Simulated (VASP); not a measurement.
Write the native input for VASP 6.6.1 that does the following.

- Task: single point
- Functional: LDA
- Potentials or basis: VASP PAW LDA potentials, release 64 (As, B)
- Cutoff: 520 eV
- k mesh: 10 × 10 × 10
- Occupations: fermi-dirac, width 0.05 eV
- Spin: no spin polarisation
- Dipole correction: no
- Further INCAR settings: ALGO = Normal; EDIFF = 1e-06; NBANDS = 11

The structure of BAs lies in POSCAR:

```
BAs
1.0
    0.0000000000      2.4043183418      2.4043183418
    2.4043183418      0.0000000000      2.4043183418
    2.4043183418      2.4043183418      0.0000000000
As B
1 1
Direct
    0.7500000000      0.7500000000      0.7500000000
    0.0000000000      0.0000000000      0.0000000000
```

The input as run:

INCAR

```
ALGO = Normal
EDIFF = 1E-6
ENCUT = 520
GGA = CA
ISIF = 2
ISMEAR = -1
LASPH = True
LCHARG = False
LREAL = False
LWAVE = False
NBANDS = 11
NELM = 100
PREC = Accurate
SIGMA = 0.05
```

KPOINTS

```
k-points
0
Gamma
  10 10 10
```

Potentials or basis: VASP PAW LDA potentials, release 64 (As, B).

The run is started by

```console
$ cat potpaw_LDA.64/As/POTCAR potpaw_LDA.64/B/POTCAR > POTCAR
$ mpirun -np 1 vasp_std > vasp.out
```

It gave:

The pressure is -5.6 GPa and the band gap on the k mesh is 1.14 eV, indirect (least direct gap 3.22 eV).

It took 8.6 s on 1 thread of AMD EPYC 9R45 (Zen 5) (shared host), peak memory 0.11 GiB.
